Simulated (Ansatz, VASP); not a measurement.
# Cross-check of Si26C27 (V_Si) between VASP and Ansatz, part 2 of 2

Wanted: the spread between two codes on one cell, functional and k mesh. The cell is taken from a series of runs on this material, whose earlier steps may have relaxed, scaled, displaced or heated it; both programs get it as it stands.

VASP 6.6.1 and Ansatz 0.2.0.

So far. Step 2 (VASP: single point, r2SCAN, pair 1): The run ends at a pressure of 24.29 GPa, with forces up to 1.4 eV/Å.

### 5. Ansatz: single point, r2SCAN, pair 2

Level of this step: Ansatz beside VASP: Kohn-Sham DFT, plane waves, r2SCAN (Ansatz).

With cell and atoms fixed, the geometry can't cause a difference; cores, projectors, grids and the points listed under the comparison can.

The cell is taken from a series of runs on this material, whose earlier steps may have relaxed, scaled, displaced or heated it; both programs get it as it stands.

Contents of input.yaml:

```yaml
crystal:
  checkpoint: "../qm1_M3.relax.run"
  host: checkpoint
basis:
  ecutwfc: 500
  xc_grid: 2
hamiltonian:
  xc: r2scan
  pseudopotentials: { kind: paw, azcp: { folder: soft_1 } }
kpoints:
  mp_grid: { grid: [2, 2, 2], shift: [0.5, 0.5, 0.5] }
scf:
  occupations: { method: fixed }
  max_iter: 80
output:
  forces: true
  eigenvalues: true
  charged_corrections: { defect_position: [0.333333, 0.666667, 0.666667] }
checkpoint:
  read: "../qm1_M3.relax.run"
  write: "../qm1_M3.point_neutral.run"
  compress: false
  write_wavefunctions: false
  write_every: 100000
```

On the command line:

```bash
ansatz run input.yaml --threads 8 --pin off --max-ram 15073MiB --backend cpu --events-out ev --progress --plain --runs-dir out
```

Numbers of over 12 decimals in the logs are rounded to 6 here.

Output:

```text
Warning: at least one further symmetry operation maps every atom of the structure, as the run holds it, onto an atom to within 2.32e-5 (fractional), and is not used: no operation is sought that the atoms, as the run holds them, miss by more than 2.00e-5, twice crystal.symmetry.tolerance (1.0e-5). The run uses 1 unitary operations. The run imposes no operation that its atoms and lattice do not hold. Figures that only  [...]
[...]
max |Σ_I F_I| component: 3.51e-3 eV/Å
--- Band table (eV) ---
  k-point 0: bands = [... 102 lower, 9.4291, 9.9143, 9.9144, 10.6791, 11.0662, 11.0662, 13.2231, 13.2313, ... 13 higher]
  k-point 1: bands = [... 102 lower, 9.4002, 9.5462, 9.7961, 10.0719, 10.9140, 10.9742, 12.5376, 13.8441, ... 13 higher]
  k-point 2: bands = [... 102 lower, 9.4002, 9.5463, 9.7961, 10.0719, 10.9141, 10.9742, 12.5376, 13.8442, ... 13 higher]
  k-point 3: bands = [... 102 lower, 9.4002, 9.5463, 9.7961, 10.0719, 10.9141, 10.9742, 12.5376, 13.8442, ... 13 higher]
[key lines of the parts left out:]
SCF converged after 9 iterations
Free energy (F): -23415.356354 eV
Fermi energy:    10.679076 eV
```

### 6. VASP: single point, r2SCAN, pair 2

The same cell, functional and mesh now go to VASP, with its own data sets.

Contents of INCAR:

```
SYSTEM = Si26C27
PREC = Accurate
ENCUT = 580
EDIFF = 1E-06
NELM = 120
ISMEAR = 0
SIGMA = 0.01
LREAL = Auto
ALGO = Normal
METAGGA = R2SCAN
LASPH = .TRUE.
NBANDS = 144
LORBIT = 11
LWAVE = .FALSE.
LCHARG = .FALSE.
ISIF = 2
ISYM = 0
GGA_COMPAT = .FALSE.
EFERMI = MIDGAP
LMIXTAU = .TRUE.
KPAR = 4
```

Contents of POSCAR:

```
Si26C27
1.0
    0.0000000000      6.3388420664      6.3388420664
    6.3388420664      0.0000000000      6.3388420664
    6.3388420664      6.3388420664      0.0000000000
Si C
26 27
Direct
    0.0003620325      0.9995881574      0.0000020210
    0.0003662911      0.9995818502      0.3340802322
    0.0033948213      0.9978068914      0.6664504514
    0.0003662911      0.3336663686      0.9999957138
    0.9999694980      0.3332695755      0.3336834391
    0.9999605329      0.3332606104      0.6671289975
    0.0033948213      0.6660365878      0.9982207550
    0.9999605329      0.6667151339      0.3336744740
    0.0035428480      0.6659467866      0.6663606502
    0.3340900031      0.9997196172      0.0001334808
    0.3327365103      0.9978068914      0.3371087624
    0.3328049526      0.9973858889      0.6665188937
    0.3327365103      0.3366948988      0.9982207550
    0.3334150564      0.3332606104      0.3336744740
    0.3326467091      0.3368429255      0.6663606502
    0.3328049526      0.6661050301      0.9977997525
    0.3326467091      0.6659467866      0.3372567891
    0.6664034016      0.9997034791      0.0001173427
    0.6662880799      0.9995881574      0.3340759736
    0.6664195397      0.9997196172      0.6678039442
    0.6662880799      0.3336621100      0.0000020210
    0.6662817727      0.3336663686      0.3340802322
    0.6645068139      0.3366948988      0.6664504514
    0.6664195397      0.6673900806      0.0001334808
    0.6645068139      0.6660365878      0.3371087624
    0.6640858114      0.6661050301      0.6665188937
    0.0833524653      0.0833160156      0.0837298792
    0.0830689080      0.0840780014      0.4167828491
    0.0830890220      0.0840943796      0.7501924508
    0.0830689080      0.4163689855      0.0844918650
    0.0833441346      0.4166442121      0.4170580757
    0.0830460551      0.4163461326      0.7501942239
    0.0830890220      0.7497785872      0.0845082432
    0.0830460551      0.7497803603      0.4167599962
    0.0746737087      0.7528655329      0.7532793965
    0.4159443401      0.0840423988      0.0844562624
    0.4164785097      0.0840943796      0.4168029631
    0.4159488486      0.0841014764      0.7496627897
    0.4164785097      0.4163890995      0.0845082432
    0.4164802828      0.4163461326      0.4167599962
    0.4195654554      0.4079737862      0.7532793965
    0.4159488486      0.7492489261      0.0845153400
    0.4195654554      0.7528655329      0.4083876498
    0.4192158293      0.7525159068      0.7529297704
    0.7500109276      0.0833110051      0.0837248687
    0.7500159381      0.0833160156      0.4170664064
    0.7507423213      0.0840423988      0.7496582812
    0.7500159381      0.4166525428      0.0837298792
    0.7507779239      0.4163689855      0.4167828491
    0.7507943021      0.4163890995      0.7501924508
    0.7507423213      0.7492444176      0.0844562624
    0.7507943021      0.7497785872      0.4168029631
    0.7508013989      0.7492489261      0.7496627897
```

Contents of KPOINTS:

```
Points of the shifted mesh
8
Reciprocal
 0.2500000000  0.2500000000  0.2500000000 1
 0.2500000000  0.2500000000  0.7500000000 1
 0.2500000000  0.7500000000  0.2500000000 1
 0.2500000000  0.7500000000  0.7500000000 1
 0.7500000000  0.2500000000  0.2500000000 1
 0.7500000000  0.2500000000  0.7500000000 1
 0.7500000000  0.7500000000  0.2500000000 1
 0.7500000000  0.7500000000  0.7500000000 1
```

PAW data sets: Si and C (PBE family, release 64).

On the command line:

```bash
mpirun -np 8 vasp_std
```

Output:

```text
[banner, memory and clock lines left out]
running    8 mpi-ranks, on    1 nodes
[...]
[... a notice as in an earlier step ...]

 [... a notice as in an earlier step ...]

 LDA part: xc-table for (None), standard interpolation
 POSCAR, INCAR and KPOINTS ok, starting setup
[...]
entering main loop
       N       E                     dE             d eps       ncg     rms          rms(c)
DAV:   1     0.622940750929E+03    0.62294E+03   -0.10931E+05  2304   0.152E+03
DAV:   2    -0.506367578851E+03   -0.11293E+04   -0.10701E+04  2816   0.261E+02
DAV:   3    -0.581748638097E+03   -0.75381E+02   -0.74341E+02  2752   0.629E+01
DAV:   4    -0.583310123054E+03   -0.15615E+01   -0.15549E+01  2776   0.993E+00
[...]
DAV:  25    -0.501688741192E+03    0.40928E-05   -0.11403E-05  2672   0.859E-03    0.595E-03
DAV:  26    -0.501688742660E+03   -0.14681E-05   -0.51674E-07  1344   0.239E-03    0.449E-03
DAV:  27    -0.501688742626E+03    0.34132E-07   -0.12233E-07  1344   0.118E-03
   1 F= -.50168874E+03 E0= -.50168874E+03  d E =-.116986E-61
```

From OUTCAR (step 6):

```text
  Total       73.9046334     73.9342454     73.9350518      0.1987668      0.2140612      0.2001785
  in kB      232.4462047    232.5393411    232.5418773      0.6251651      0.6732693      0.6296049
  external PRESSURE =     232.5091410 kB  Pullay stress =       0.0000000 kB

 POSITION                                       TOTAL-FORCE (eV/Angst)
 -----------------------------------------------------------------------------------
      6.33624      0.00231      6.33853         0.096225      0.008125      0.007746
      8.45387      2.12000      6.33851         0.008883     -0.097293      0.008147
     10.54946      4.24604      6.34646         0.029858     -0.032184      0.693674
      8.45387      6.34114      2.11738         0.008356      0.006708     -0.098678
      4.22771      8.45382      8.45119         0.076830      0.075053      0.076504
      6.34131     10.56742      8.45108        -0.078089     -0.078947      0.071247
     10.54946      6.34908      4.24342         0.029424      0.694857     -0.030943
      6.34131      8.45370     10.56479        -0.078780      0.071526     -0.077674
      8.44529      4.24641      4.24379        -0.584859     -0.090756     -0.091375
      6.33791      2.11859      8.45481         0.151464     -0.200010     -0.200777
      8.46182      4.24604      8.43410         0.692394     -0.032672      0.031452
     10.54723      6.33456      8.43187         0.048948     -0.551613      0.050583
      8.46182      8.43673      4.24342         0.693308      0.031523     -0.032399
      4.22760      4.22858      4.22595         0.070979     -0.076719     -0.075173
[...]
-----------------------------------------------------------------------------------
    total drift:                               -0.023284     -0.006884      0.000868

  FREE ENERGIE OF THE ION-ELECTRON SYSTEM (eV)
  ---------------------------------------------------
  free  energy   TOTEN  =      -501.6887426256 eV

  energy  without entropy=     -501.6887426256  energy(sigma->0) =     -501.68874263

[... 1 part as in an earlier step ...]
```

The run ends at a pressure of 23.25 GPa, with forces up to 0.70 eV/Å.

### 7. Side by side

Both answers:

| quantity | Ansatz | VASP | difference |
| --- | --- | --- | --- |
| gap on the k mesh (eV) | 0.235 | 0.234 | 0.000 |

Forces on 10 of the 53 atoms, those with the largest forces and the largest differences (eV/Å; atoms numbered as in POSCAR):

| atom | Ansatz x, y, z | VASP x, y, z |
| --- | --- | --- |
| Si3 | 0.035, -0.033, 0.695 | 0.030, -0.032, 0.694 |
| Si7 | 0.034, 0.694, -0.033 | 0.029, 0.695, -0.031 |
| Si9 | -0.585, -0.094, -0.093 | -0.585, -0.091, -0.091 |
| Si11 | 0.694, -0.033, 0.033 | 0.692, -0.033, 0.031 |
| Si13 | 0.696, 0.035, -0.036 | 0.693, 0.032, -0.032 |
| Si23 | -0.033, 0.034, 0.695 | -0.033, 0.032, 0.694 |
| Si25 | -0.035, 0.696, 0.035 | -0.034, 0.694, 0.031 |
| C35 | 0.053, -0.103, -0.103 | 0.062, -0.112, -0.112 |
| C41 | -0.106, 0.051, -0.103 | -0.112, 0.061, -0.112 |
| C44 | 0.191, 0.193, 0.189 | 0.200, 0.199, 0.199 |

The forces differ by 2.9 meV/Å r.m.s., which is 1.4 % of the r.m.s. force of 0.211 eV/Å (both taken over all components). A gap on the mesh is an upper bound, since the band edges may lie between its points.

### 8. VASP: single point, r2SCAN, pair 3

A single point gives forces, pressure and levels at one fixed geometry, so differences don't come from the geometry; what else differs is listed under the comparison.

INCAR is that of step 6.

Contents of POSCAR:

```
Si26C27
1.0
    0.0000000000      6.3388420664      6.3388420664
    6.3388420664      0.0000000000      6.3388420664
    6.3388420664      6.3388420664      0.0000000000
Si C
26 27
Direct
    0.0008342563      0.0000756326      0.0003561483
    0.0006235246      0.0001839373      0.3337663618
    0.0046114046      0.0004613380      0.6650523511
    0.0007334630      0.3332205431      0.0006368458
    0.0004016876      0.3336122331      0.3340657485
    0.0002471656      0.3336908871      0.6669891128
    0.0050112449      0.6643344709      0.0008806950
    0.0003610805      0.6666576487      0.3339396267
    0.0048869332      0.6643521000      0.6649218739
    0.3345740989      0.9997579243      0.0003959787
    0.3328514156      0.0005869590      0.3358486889
    0.3324975460      0.0008115094      0.6658928074
    0.3330001223      0.3349528906      0.0012568290
    0.3335159520      0.3336940830      0.3339291588
    0.3325691681      0.3353220711      0.6660513609
    0.3327359247      0.6655813506      0.0010439828
    0.3327255771      0.6654674274      0.3359695359
    0.6675279378      0.9998513649      0.0004218352
    0.6669401559      0.0002374614      0.3339447042
    0.6673446874      0.0000376354      0.6670565176
    0.6670418140      0.3336964803      0.0003943218
    0.6670573357      0.3334743348      0.3339252202
    0.6669016509      0.3363889361      0.6659835915
    0.6675780721      0.6664650377      0.0004317966
    0.6669789984      0.6654899014      0.3368601485
    0.6668525069      0.6653889692      0.6655463744
    0.0841382641      0.0827376983      0.0837889434
    0.0833792548      0.0841229979      0.4163487904
    0.0832887164      0.0843007187      0.7505362453
    0.0835506774      0.4155115121      0.0848087249
    0.0834524774      0.4165102053      0.4172637150
    0.0833845194      0.4156020847      0.7506182643
    0.0834619758      0.7497327986      0.0849487950
    0.0834577562      0.7496628552      0.4164910464
    0.0754337412      0.7527362718      0.7532675139
    0.4171005894      0.0831487057      0.0842181373
    0.4168742581      0.0840542652      0.4168322136
    0.4170449451      0.0832542513      0.7501490727
    0.4169594517      0.4160432065      0.0846866579
    0.4168150037      0.4160208905      0.4170357279
    0.4202260308      0.4034831886      0.7555341595
    0.4172582078      0.7490964165      0.0842554581
    0.4202095996      0.7547577602      0.4044659020
    0.4201463033      0.7548069052      0.7553431093
    0.7504072110      0.0829943493      0.0837930785
    0.7503997023      0.0829705227      0.4171601257
    0.7513327924      0.0829985510      0.7499242525
    0.7504986014      0.4161473959      0.0839074370
    0.7507471447      0.4161634269      0.4168285161
    0.7508160633      0.4162135217      0.7505230563
    0.7516256826      0.7491209111      0.0835171635
    0.7509318816      0.7498655190      0.4167482624
    0.7514102828      0.7493488608      0.7501097773
```

KPOINTS is that of step 6.

On the command line:

```bash
mpirun -np 8 vasp_std
```

Output:

```text
[... set-up lines as in an earlier step ...]
 entering main loop
       N       E                     dE             d eps       ncg     rms          rms(c)
DAV:   1     0.624178108205E+03    0.62418E+03   -0.10933E+05  2304   0.152E+03
DAV:   2    -0.506634434219E+03   -0.11308E+04   -0.10713E+04  2816   0.261E+02
DAV:   3    -0.581936264675E+03   -0.75302E+02   -0.74291E+02  2752   0.629E+01
DAV:   4    -0.583508469179E+03   -0.15722E+01   -0.15654E+01  2760   0.997E+00
[...]
DAV:  22    -0.501735732058E+03    0.18237E-05   -0.31670E-06  1808   0.474E-03    0.199E-02
DAV:  23    -0.501735733870E+03   -0.18119E-05   -0.22633E-06  1448   0.411E-03    0.264E-03
DAV:  24    -0.501735734582E+03   -0.71163E-06   -0.91220E-07  1344   0.257E-03
   1 F= -.50173573E+03 E0= -.50173573E+03  d E =-.457858E-58
```

Parts of OUTCAR (step 8):

```text
  Total       74.7253103     74.5920804     74.5613196      2.1730313      0.4598999      1.4288442
  in kB      235.0274127    234.6083756    234.5116262      6.8346577      1.4464855      4.4940270
  external PRESSURE =     234.7158048 kB  Pullay stress =       0.0000000 kB

 POSITION                                       TOTAL-FORCE (eV/Angst)
 -----------------------------------------------------------------------------------
      0.00274      0.00755      0.00577        -0.098078     -0.044471     -0.134338
      2.11686      2.11964      0.00512        -0.076401      0.047506     -0.125077
      4.21859      4.24489      0.03216        -0.332322      0.195765     -0.112658
      2.11627      0.00869      2.11688        -0.071038     -0.051239     -0.033699
      4.23231      2.12014      2.11726        -0.079355     -0.072528     -0.116373
      6.34315      4.22951      2.11678        -0.041244     -0.014388     -0.091788
      4.21669      0.03735      4.24288        -0.320087     -0.113306      0.168596
      6.34263      2.11908      4.22813        -0.036751     -0.029962     -0.077408
      8.42606      4.24581      4.24220         0.112690      0.174212      0.141304
      6.33982      2.12332      8.45812        -0.010506     -0.124126     -0.192439
      2.13261      4.23878      2.11361         0.259460      0.193737     -0.393958
      4.22613      6.32864      2.11279        -0.335734     -0.129823     -0.370065
      2.13118      2.11880      4.23405         0.264528     -0.373897      0.180507
      4.23196      4.23083      4.22934        -0.077885     -0.016624     -0.087480
[...]
-----------------------------------------------------------------------------------
    total drift:                               -0.011656      0.004641     -0.000201

  FREE ENERGIE OF THE ION-ELECTRON SYSTEM (eV)
  ---------------------------------------------------
  free  energy   TOTEN  =      -501.7357345818 eV

  energy  without entropy=     -501.7357345818  energy(sigma->0) =     -501.73573458

[... 1 part as in an earlier step ...]
```

The run ends at a pressure of 23.47 GPa, with forces up to 0.52 eV/Å.

### 9. Ansatz: single point, r2SCAN, pair 3

The same cell, functional and mesh now go to Ansatz.

The cell is taken from a series of runs on this material, whose earlier steps may have relaxed, scaled, displaced or heated it; both programs get it as it stands.

input.yaml, the sections that differ from step 5:

```yaml
crystal:
  checkpoint: "../qp1_M3.relax.run"
  host: checkpoint
checkpoint:
  read: "../qp1_M3.relax.run"
  write: "../qp1_M3.point_neutral.run"
  compress: false
  write_wavefunctions: false
  write_every: 100000
# basis, hamiltonian, kpoints, scf, output: as in step 5
```

On the command line:

```bash
ansatz run input.yaml --threads 8 --pin off --max-ram 15073MiB --backend cpu --events-out ev --progress --plain --runs-dir out
```

Output:

```text
[...]
Crystal: 53 atoms, lattice volume = 509.401 Å³
Basis set: ecut = 500 eV, 12939 PW (Γ), exchange–correlation on 144×144×144 points (8 copies of the dense FFT grid, shifted against one another)
Bands: 159, of which v1, the nominal top of the filled ones, is band 106 counted from 1 (105 counted from 0)
Symmetry: 1 space group operations
[...]
k-points: 4 of 8 (time reversal used)
[...]
max |Σ_I F_I| component: 7.09e-3 eV/Å
--- Band table (eV) ---
  k-point 0: bands = [... 102 lower, 9.4314, 9.8786, 9.8945, 10.8492, 11.2243, 11.2549, 13.1898, 13.2112, ... 13 higher]
  k-point 1: bands = [... 102 lower, 9.3908, 9.5048, 9.7978, 10.2222, 11.0766, 11.1532, 12.5236, 13.8141, ... 13 higher]
  k-point 2: bands = [... 102 lower, 9.3797, 9.5035, 9.7863, 10.2229, 11.0768, 11.1536, 12.5230, 13.8136, ... 13 higher]
  k-point 3: bands = [... 102 lower, 9.3821, 9.5060, 9.7953, 10.2299, 11.0855, 11.1237, 12.5250, 13.8157, ... 13 higher]
[key lines of the parts left out:]
SCF converged after 10 iterations
Free energy (F): -23415.402639 eV
Fermi energy:    10.849191 eV
```

### 10. Side by side

The two programs side by side:

| quantity | Ansatz | VASP | difference |
| --- | --- | --- | --- |
| gap on the k mesh (eV) | 0.227 | 0.227 | +0.001 |

Forces on 10 of the 53 atoms, those with the largest forces and the largest differences (eV/Å; atoms numbered as in POSCAR):

| atom | Ansatz x, y, z | VASP x, y, z |
| --- | --- | --- |
| Si3 | -0.333, 0.196, -0.115 | -0.332, 0.196, -0.113 |
| Si7 | -0.320, -0.116, 0.167 | -0.320, -0.113, 0.169 |
| Si11 | 0.261, 0.193, -0.392 | 0.259, 0.194, -0.394 |
| Si12 | -0.336, -0.131, -0.371 | -0.336, -0.130, -0.370 |
| Si13 | 0.267, -0.373, 0.179 | 0.265, -0.374, 0.181 |
| Si16 | -0.332, -0.311, -0.217 | -0.331, -0.310, -0.216 |
| Si17 | 0.173, 0.175, -0.295 | 0.172, 0.178, -0.291 |
| C35 | 0.170, -0.144, -0.140 | 0.176, -0.150, -0.146 |
| C41 | -0.101, 0.126, 0.125 | -0.108, 0.131, 0.118 |
| C43 | -0.094, 0.119, 0.144 | -0.101, 0.113, 0.150 |

The forces differ by 2.4 meV/Å r.m.s., which is 1.7 % of the r.m.s. force of 0.139 eV/Å (both taken over all components). A gap on the mesh is an upper bound, since the band edges may lie between its points.

### 11. Outcome

```json
{"r.m.s. force difference (single point, r2SCAN, pair 1)": "0.78 % of the r.m.s. force", "r.m.s. force difference (single point, r2SCAN, pair 2)": "1.4 % of the r.m.s. force", "r.m.s. force difference (single point, r2SCAN, pair 3)": "2.4 meV/Å"}
```

What this shows: The r.m.s. force difference is 1.4 % of the r.m.s. force (single point, r2SCAN, pair 2), within the 3 % picked in this series as the mark of a large difference. How closely two codes agree says nothing of how well the functional describes the real material.

[Lines on the potential files, build, host, timing and source positions are cut from VASP's logs without a mark.]

[Logs are printed without paths, hosts, clocks, repeated set-up lines and the standing remarks that a program may print on its own settings, such as how far it seeks lower states.]

[Hosts, paths, dates, database ids (printed as entryN), source tags and the programs' standing remarks are cut or masked in the printed files.]
